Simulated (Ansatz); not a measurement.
Cr:

```xyz
2
Lattice="1.1471 -2.4670 0.0000 1.1471 2.4670 0.0000 0.0000 0.0000 4.0643" Properties=species:S:1:pos:R:3 pbc="T T T"
Cr    1.1471   -1.8282    3.0482
Cr    1.1471    1.8282    1.0161
```

This isn't the form of Cr at room conditions, which is bcc.

Alike in all runs: program Ansatz 0.2.0; functional PBEsol; potentials or basis Ansatz PAW; cutoff 420 eV (not typed: the program's choice for these potentials); k mesh 11 × 11 × 6; occupations fermi-dirac, width 0.05 eV.

Problem. Only the start or the spin constraint differs. Which run ends lowest in energy?
A. collinear spin, ferromagnetic start of up to 1.5 μB; fixed moment 3
B. collinear spin, ferromagnetic start of up to 0.75 μB; fixed moment 1.5
C. collinear spin, ferromagnetic start of up to 3.75 μB; fixed moment 7.5
D. collinear spin, program default start; fixed moment 0
E. collinear spin, ferromagnetic start of up to 2.25 μB; fixed moment 4.5
F. collinear spin, ferromagnetic start of up to 3 μB; fixed moment 6

Solution. D.

```csv
start,free energy over the lowest (meV/atom),net moment (μB),site or absolute moments (μB),gap
"collinear spin, ferromagnetic start of up to 6 μB; fixed moment 12",8645.1,12.00,Cr +4.34,-
"collinear spin, ferromagnetic start of up to 0.75 μB; fixed moment 1.5",108.0,1.50,Cr +0.64,-
"collinear spin, program default start; fixed moment 0",0.0,0.00,-,-
"collinear spin, ferromagnetic start of up to 4.5 μB; fixed moment 9",3751.6,9.00,Cr +3.56,-
"collinear spin, ferromagnetic start of up to 3.75 μB; fixed moment 7.5",2530.9,7.50,Cr +3.05,-
"collinear spin, ferromagnetic start of up to 3 μB; fixed moment 6",1644.5,6.00,Cr +2.48,-
"collinear spin, ferromagnetic start of up to 2.25 μB; fixed moment 4.5",941.1,4.50,Cr +1.88,-
"collinear spin, ferromagnetic start of up to 1.5 μB; fixed moment 3",438.0,3.00,Cr +1.26,-
```

All polarised runs hold their moment fixed, so the table maps the energy against it. A still lower state may exist.

Caveats: the total moment is fixed, so each spin has its own Fermi level; forces of over 1 eV/Å show positions far from the minimum, so gaps and moduli don't describe the material at rest (some runs).
